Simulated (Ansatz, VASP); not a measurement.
## Sr in VASP and in Ansatz

```
Sr
1.0
     7.21928    0.00000    0.00000
    -3.60964    6.25208    0.00000
     0.00000    0.00000    3.67046
Sr
3
Direct
  0.00000 0.63040 0.00000
  0.36960 0.36960 0.00000
  0.63040 0.00000 0.00000
```

Alike in both runs: task single point; functional PBE; k mesh 9 × 9 × 12; occupations gaussian, width 0.1 eV; no spin polarisation.

|  | VASP | Ansatz |
| --- | --- | --- |
| version | VASP 6.6.1 | Ansatz 0.2.0 |
| potentials or method | VASP PAW PBE potentials, release 64 (Sr_sv) | scalar-relativistic, plane waves, PAW |
| plane-wave cutoff (eV) | 520 | 420 |
| valence electrons in the cell | 30 | 30 |

Ansatz gave:

| Quantity | Value |
| --- | --- |
| gap on the k mesh at the Fermi level (eV) | none |
| pressure (GPa) | 0.3 |
| largest component of the traceless stress (GPa) | 1.45 |
| rms of the force components (eV/Å) | 0.208 |

Estimate VASP's values.

gap on the k mesh at the Fermi level (eV): none; pressure (GPa): 0.3; largest component of the traceless stress (GPa): 1.45; rms of the force components (eV/Å): 0.209.

Atom by atom the forces differ by 0.001 eV/Å (rms over components). A gap of «none» marks a metal or a gap that the smearing closes. The functional is the same, so the differences come from potentials, cutoffs and numerics.
